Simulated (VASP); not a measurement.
# AlN (P6_3mc) in VASP: notebook

Runs on AlN. Level: PBE. Tasks: relaxation of cell and atoms, relaxation of shape and atoms at fixed volume.

Program: VASP 6.6.1. These are calculated values, not measurements. Logs are shortened: lines on timing, memory, paths and dates and some standing lists are left out, and cuts for length are marked.

**1. The crystal as given**

It takes space group P6_3mc (No. 186, hexagonal). The conventional cell has a = 3.113 Å, b = 3.113 Å, c = 4.981 Å, α = 90.00°, β = 90.00°, γ = 120.00°. Around Al (site symmetry 3m) lie 4 N at 1.89 Å. N (site symmetry 3m) is surrounded by 4 Al at 1.89 Å.

**2. Relaxation of cell and atoms, PBE**

Input file INCAR:

```
PREC = Accurate
ENCUT = 900
EDIFF = 1E-7
ISMEAR = 0
SIGMA = 0.02
LREAL = False
LASPH = True
NELM = 60
ALGO = Fast
ISIF = 3
LWAVE = False
LCHARG = False
GGA = PE
IBRION = 2
NSW = 80
EDIFFG = -0.002
```

Input file KPOINTS:

```
Automatic mesh
0
Gamma
  12 12 6
```

Input file POSCAR:

```
AlN
1.0
    3.1130000000      0.0000000000      0.0000000000
   -1.5565000000      2.6959370800      0.0000000000
    0.0000000000      0.0000000000      4.9810000000
Al N
2 2
Direct
    0.3333333300      0.6666666700      0.0000000000
    0.6666666700      0.3333333300      0.5000000000
    0.3333333300      0.6666666700      0.3800000000
    0.6666666700      0.3333333300      0.8800000000
```

Potentials or basis: VASP PAW PBE potentials, release 64 (Al, N_h).

Started as:

```bash
> cat potpaw_PBE.64/Al/POTCAR potpaw_PBE.64/N_h/POTCAR > POTCAR
> mpirun -np 1 vasp_std > vasp.out
```

OUTCAR:

```text
PREC = Accurate
   ENCUT = 900
   EDIFF = 1E-7
   ISMEAR = 0
   LREAL = False
   LASPH = True
   NELM = 60
   ISIF = 3
   GGA = PE
   IBRION = 2
   NSW = 80
   EDIFFG = -0.002

 ion  position               nearest neighbor table
   1  0.333  0.667  0.000-   3 1.89   4 1.89   4 1.89   4 1.89   2 3.07   2 3.07   2 3.07   2 3.07
                             2 3.07   2 3.07
   2  0.667  0.333  0.500-   4 1.89   3 1.89   3 1.89   3 1.89   1 3.07   1 3.07   1 3.07   1 3.07
                             1 3.07   1 3.07
   3  0.333  0.667  0.380-   1 1.89   2 1.89   2 1.89   2 1.89
   4  0.667  0.333  0.880-   2 1.89   1 1.89   1 1.89   1 1.89

  LATTYP: Found a hexagonal cell.
 ALAT       =     3.1130000000
 C/A-ratio  =     1.6000642467

  Lattice vectors:

 A1 = (   3.1130000000,   0.0000000000,   0.0000000000)
 A2 = (  -1.5565000000,   2.6959370800,   0.0000000000)
 A3 = (   0.0000000000,   0.0000000000,   4.9810000000)

Analysis of symmetry for initial positions (statically):
=====================================================================
 Subroutine PRICEL returns:
 Original cell was already a primitive cell.

 Routine SETGRP: Setting up the symmetry group for a
 hexagonal supercell.

 Subroutine GETGRP returns: Found 12 space group operations
 (whereof  6 operations were pure point group operations)
 out of a pool of 24 trial point group operations.

The static configuration has the point symmetry C_3v.
 The point group associated with its full space group is C_6v.

Analysis of symmetry for dynamics (positions and initial velocities):
=====================================================================
 Subroutine PRICEL returns:
 Original cell was already a primitive cell.

 Routine SETGRP: Setting up the symmetry group for a
 hexagonal supercell.

 Subroutine GETGRP returns: Found 12 space group operations
 (whereof  6 operations were pure point group operations)
 out of a pool of 24 trial point group operations.

The dynamic configuration has the point symmetry C_3v.
 The point group associated with its full space group is C_6v.

 Subroutine INISYM returns: Found 12 space group operations
 (whereof  6 operations are pure point group operations),
 and found     1 'primitive' translations

----------------------------------------------------------------------------------------

                                     Primitive cell

  volume of cell :      41.8028

  direct lattice vectors                    reciprocal lattice vectors
     3.113000000  0.000000000  0.000000000     0.321233537  0.185464269  0.000000000
    -1.556500000  2.695937080  0.000000000     0.000000000  0.370928538  0.000000000
     0.000000000  0.000000000  4.981000000     0.000000000  0.000000000  0.200762899

  length of vectors
     3.113000000  3.112999998  4.981000000     0.370928538  0.370928538  0.200762899

  position of ions in fractional coordinates (direct lattice)
     0.333333330  0.666666670  0.000000000
     0.666666670  0.333333330  0.500000000
     0.333333330  0.666666670  0.380000000
     0.666666670  0.333333330  0.880000000

  ion indices of the primitive-cell ions
   primitive index   ion index
                 1           1
                 2           2
                 3           3
                 4           4

----------------------------------------------------------------------------------------

 KPOINTS: Automatic mesh

Automatic generation of k-mesh.
 Grid dimensions read from file:
 generate k-points for:   12   12    6

 Generating k-lattice:

  Cartesian coordinates                     Fractional coordinates (reciprocal lattice)
     0.026769461  0.015455356  0.000000000     0.083333333 -0.000000000  0.000000000
     0.000000000  0.030910712  0.000000000     0.000000000  0.083333333  0.000000000
     0.000000000  0.000000000  0.033460483     0.000000000  0.000000000  0.166666667

  Length of vectors
     0.030910711  0.030910712  0.033460483

  Shift w.r.t. Gamma in fractional coordinates (k-lattice)
     0.000000000  0.000000000  0.000000000

 Subroutine IBZKPT returns following result:
 ===========================================

 Found     76 irreducible k-points:

 Following reciprocal coordinates:
            Coordinates               Weight
  0.000000  0.000000  0.000000      1.000000
  0.083333  0.000000  0.000000      6.000000
  0.166667  0.000000  0.000000      6.000000
  0.250000  0.000000  0.000000      6.000000
  0.333333  0.000000  0.000000      6.000000
  0.416667  0.000000  0.000000      6.000000
[... 16 lines left out ...]
  0.250000  0.000000  0.166667     12.000000
  0.333333  0.000000  0.166667     12.000000
 [... further k-points ...]
   k-points           NKPTS =     76   k-points in BZ     NKDIM =     76   number of bands    NBANDS=     12
   number of dos      NEDOS =    301   number of ions     NIONS =      4
   total plane-waves  NPLWV =  45000
   dimension x,y,z NGX =    30 NGY =   30 NGZ =   50
   dimension x,y,z NGXF=    60 NGYF=   60 NGZF=  100
   ions per type =               2   2
   NGX,Y,Z   is equivalent  to a cutoff of  16.02, 16.02, 16.69 a.u.
   NGXF,Y,Z  is equivalent  to a cutoff of  32.04, 32.04, 33.38 a.u.
 SYSTEM =  unknown system
   PREC   = accura    normal or accurate (medium, high low for compatibility)
   ISTART =      0    job   : 0-new  1-cont  2-samecut
   ICHARG =      2    charge: 1-file 2-atom 10-const
   ISPIN  =      1    spin polarized calculation?
   LNONCOLLINEAR =      F non collinear calculations
   LSORBIT =      F    spin-orbit coupling
   LASPH  =      T    aspherical Exc in radial PAW
   ENCUT  =  900.0 eV  66.15 Ry    8.13 a.u.   7.61  7.61 12.18*2*pi/ulx,y,z
   NELM   =     60;   NELMIN=  2; NELMDL= -5     # of ELM steps
   EDIFF  = 0.1E-06   stopping-criterion for ELM
   LREAL  =      F    real-space projection
   EDIFFG = -.2E-02   stopping-criterion for IOM
   NSW    =     80    number of steps for IOM
   IBRION =      2    ionic relax: 0-MD 1-quasi-New 2-CG
   NFREE  =      1    steps in history (QN), initial steepest desc. (CG)
   ISIF   =      3    stress and relaxation
   ISYM   =      2    0-nonsym 1-usesym 2-fastsym
   POTIM  = 0.5000    time-step for ionic-motion
   TEBEG  =    0.0;   TEEND  =   0.0 temperature during run
   PSTRESS=    0.0 pullay stress
   NELECT =      16.0000    total number of electrons
   NUPDOWN=      -1.0000    fix difference up-down
   EMIN   =  10.00;   EMAX   =-10.00  energy-range for DOS
   EFERMI =   0.00;   METHOD = LEGACY
   ISMEAR =     0;   SIGMA  =   0.02  broadening in eV -4-tet -1-fermi 0-gaus
   EFERMI_NEDOS =   21; number of points for ismear=-14 and -15
   IALGO  =     68    algorithm
   IMIX   =      4    mixing-type and parameters
     AMIX     =   0.40;   BMIX     =  1.00
     AMIX_MAG =   1.60;   BMIX_MAG =  1.00
  volume/ion in A,a.u.               =      10.45        70.52
  Fermi-wavevector in a.u.,A,eV,Ry     =   1.188629  2.246183 19.222843  1.412839
  Thomas-Fermi vector in A             =   2.324754
   LORBIT       =      0    0 simple, 1 ext, 2 COOP (PROOUT), +10 PAW based schemes
   GGA     = PE    functional components
   LHFCALC =     F    Hartree Fock is set to
   AEXX    =    0.0000 exact exchange contribution
   IVDW    =     0    specifies the selected vdW correction
   LEPSILON=     F    determine dielectric tensor
   LRPA    =     F    only Hartree local field effects (RPA)
 conjugate gradient relaxation of ions
 non-spin polarized calculation
 RMM-DIIS sequential band-by-band and
 Gauss-broadening in eV      SIGMA  =   0.02
  energy-cutoff  :      900.00
  volume of cell :       41.80
 maximum number of plane-waves:      2592
   NGX = 15   NGY = 15   NGZ = 25

--------------------------------------- Ionic step        1  -------------------------------------------

 number of electron      15.9999999 magnetization

 Free energy of the ion-electron system (eV)
  ---------------------------------------------------
  ext. energy  EPLUGINS =         0.00000000
  ---------------------------------------------------
  free energy    TOTEN  =       -29.78470741 eV

  energy without entropy =      -29.78470741  energy(sigma->0) =      -29.78470741

------------------------ aborting loop because EDIFF is reached ----------------------------------------

  FORCE on cell =-STRESS in cart. coord.  units (eV):
  Direction    XX          YY          ZZ          XY          YZ          ZX
  --------------------------------------------------------------------------------------
  -------------------------------------------------------------------------------------
  Total        0.7050343      0.7050343      1.1365395      0.0000000      0.0000000      0.0000000
  in kB       27.0218694     27.0218694     43.5601853      0.0000000      0.0000000      0.0000000
  external PRESSURE =      32.5346414 kB  Pullay stress =       0.0000000 kB
[... 251 lines left out ...]
  energy  without entropy=      -29.7926371052  energy(sigma->0) =      -29.79263711

--------------------------------------- Ionic step        8  -------------------------------------------

 number of electron      16.0000000 magnetization

 Free energy of the ion-electron system (eV)
  ---------------------------------------------------
  ext. energy  EPLUGINS =         0.00000000
  ---------------------------------------------------
  free energy    TOTEN  =       -29.79263937 eV

  energy without entropy =      -29.79263937  energy(sigma->0) =      -29.79263937

 E-fermi :   6.4095     XC(G=0): -10.8531

 val. band max:        6.3086888723   @ k =   0.0000   0.0000   0.0000
 cond. band min:      10.3761524798   @ k =   0.0000   0.0000   0.0000
 fundamental gap:      4.0674636075
 Fermi energy:         6.4094580155

 k-point     1 :       0.0000    0.0000    0.0000
  band No.  band energies     occupation
      1      -8.7753      2.00000
      2      -6.6849      2.00000
      3       0.3901      2.00000
      4       5.4627      2.00000
      5       5.4627      2.00000
      6       6.1061      2.00000
      7       6.1061      2.00000
      8       6.3087      2.00000
      9      10.3762      0.00000
     10      12.8407      0.00000
     11      16.7876      0.00000
     12      17.3546      0.00000
[... 331 lines left out ...]
 k-point    24 :       0.3333    0.0000    0.1667
  band No.  band energies     occupation
      1      -7.4793      2.00000
      2      -6.2829      2.00000
      3       1.4588      2.00000
      4       2.4082      2.00000
      5       3.0102      2.00000
      6       4.5657      2.00000
      7       5.5283      2.00000
      8       5.6622      2.00000
      9      12.0992      0.00000
     10      12.9151      0.00000
     11      14.6741      0.00000
     12      16.3603      0.00000

 [... further k-points ...]

------------------------ aborting loop because EDIFF is reached ----------------------------------------

  FORCE on cell =-STRESS in cart. coord.  units (eV):
  Direction    XX          YY          ZZ          XY          YZ          ZX
  --------------------------------------------------------------------------------------
  -------------------------------------------------------------------------------------
  Total       -0.0009354     -0.0009354     -0.0027017      0.0000000      0.0000000      0.0000000
  in kB       -0.0352860     -0.0352860     -0.1019175      0.0000000      0.0000000      0.0000000
  external PRESSURE =      -0.0574965 kB  Pullay stress =       0.0000000 kB
[... 19 lines left out ...]
  FREE ENERGIE OF THE ION-ELECTRON SYSTEM (eV)
  ---------------------------------------------------
  free  energy   TOTEN  =       -29.7926393691 eV

  energy  without entropy=      -29.7926393691  energy(sigma->0) =      -29.79263937

 reached required accuracy - stopping structural energy minimisation
```

It took 2.6 min on 1 thread of Intel Xeon 6975P-C (Granite Rapids), shared host; peak memory 0.26 GiB.

What came out:

```
Free energy                            : -29.7926 eV
Relaxed volume                         : 10.62 Å³/atom
Relaxed cell                           : a = 3.127 Å, b = 3.127 Å, c = 5.014 Å, α = 90.00°, β = 90.00°, γ = 120.00°
Space group after relaxing (to 0.05 Å) : P6_3mc (No. 186)
Energy gained by relaxing              : 2.0 meV/atom
Ionic steps                            : 8
Pressure after relaxing                : 0.0 GPa
Band gap on the k mesh                 : 4.07 eV, direct
```

Step by step:
| step | energy change (eV) | largest force (eV/Å) | pressure (GPa) | volume (Å³) |
| --- | --- | --- | --- | --- |
| 1 | 0.0000 | 0.1290 | 3.25 | 41.80 |
| 2 | -0.0014 | 0.0915 | -2.82 | 43.10 |
| 3 | -0.0079 | 0.0049 | -0.01 | 42.47 |
| 4 | -0.0079 | 0.0072 | 0.05 | 42.46 |
| 5 | -0.0079 | 0.0061 | 0.04 | 42.46 |
| 6 | -0.0079 | 0.0054 | 0.03 | 42.46 |
| 7 | -0.0079 | 0.0039 | -0.03 | 42.48 |
| 8 | -0.0079 | 0.0001 | -0.01 | 42.47 |

Final structure:
```
Al N
1.0
     3.12749    0.00000    0.00000
    -1.56374    2.70849    0.00000
     0.00000    0.00000    5.01389
Al N
2 2
Cartesian
  0.0000 1.8057 5.0101
  1.5637 0.9028 2.5031
  0.0000 1.8057 1.9091
  1.5637 0.9028 4.4161
```

Caveat: the cutoff is under 1.25 times the usual one of these potentials, so pressure, stress and relaxed cells hold a basis-set (Pulay) error. PBE gaps usually lie below the measured ones, often by a third to a half.

**3. Relaxation of cell and atoms, PBE**

This run uses another cell than the first one, of 10.62 Å³/atom, 1.016 times its volume.

INCAR is that of step 2.

KPOINTS is that of step 2.

Input file POSCAR:

```
AlN                                     
1.0
    3.1274894633      0.0000000000     -0.0000000000
   -1.5637447317      2.7084853233      0.0000000000
    0.0000000000      0.0000000000      5.0138917161
  Al              N             
     2     2
Direct
     0.3333333300000021    0.6666666699999979    0.9992351797837575
     0.6666666699999979    0.3333333300000021    0.4992351797837574
     0.3333333300000021    0.6666666699999979    0.3807648202162451
     0.6666666699999979    0.3333333300000021    0.8807648202162450
```

Potentials or basis: VASP PAW PBE potentials, release 64 (Al, N_h).

Started as:

```bash
> cat potpaw_PBE.64/Al/POTCAR potpaw_PBE.64/N_h/POTCAR > POTCAR
> mpirun -np 1 vasp_std > vasp.out
```

Wall time 1.8 min (1 thread of Intel Xeon 6975P-C (Granite Rapids), shared host); peak memory 0.27 GiB.

Results (log left out):

```yaml
Free_energy: -29.7940 eV
Relaxed_volume: 10.62 Å³/atom
Relaxed_cell: a = 3.128 Å, b = 3.128 Å, c = 5.014 Å, α = 90.00°, β = 90.00°, γ = 120.00°
Space_group_after_relaxing_to_0.05_Å: P6_3mc (No. 186)
Energy_gained_by_relaxing: 0.0 meV/atom
Ionic_steps: 3
Pressure_after_relaxing: 0.0 GPa
Band_gap_on_the_k_mesh: 4.07 eV, direct
```

Final structure:
```
CELL_PARAMETERS angstrom
3.12770 0.00000 0.00000
-1.56385 2.70867 0.00000
0.00000 0.00000 5.01430
ATOMIC_POSITIONS crystal
Al 0.33333 0.66667 0.99923
Al 0.66667 0.33333 0.49923
N 0.33333 0.66667 0.38077
N 0.66667 0.33333 0.88077
```

Levels at points of the mesh, in eV from the valence-band top:
```tsv
k point	band 4	band 5	band 6	band 7	band 8	band 9	band 10	band 11	band 12
(0.00, 0.00, 0.00)	-0.85	-0.85	-0.20	-0.20	0.00	4.07	6.53	10.48	11.04
(0.50, 0.00, 0.00)	-4.13	-3.30	-2.06	-1.75	-0.68	5.77	5.77	8.04	10.16
(0.00, 0.00, 0.50)	-3.30	-0.53	-0.53	-0.53	-0.53	6.33	6.33	10.19	10.19
(0.50, 0.00, 0.50)	-5.53	-1.44	-1.44	-1.35	-1.35	5.25	5.25	9.16	9.16
```

Caveat: the cutoff is under 1.25 times the usual one of these potentials, so pressure, stress and relaxed cells hold a basis-set (Pulay) error.

(Part 1 of 2 ends here.)
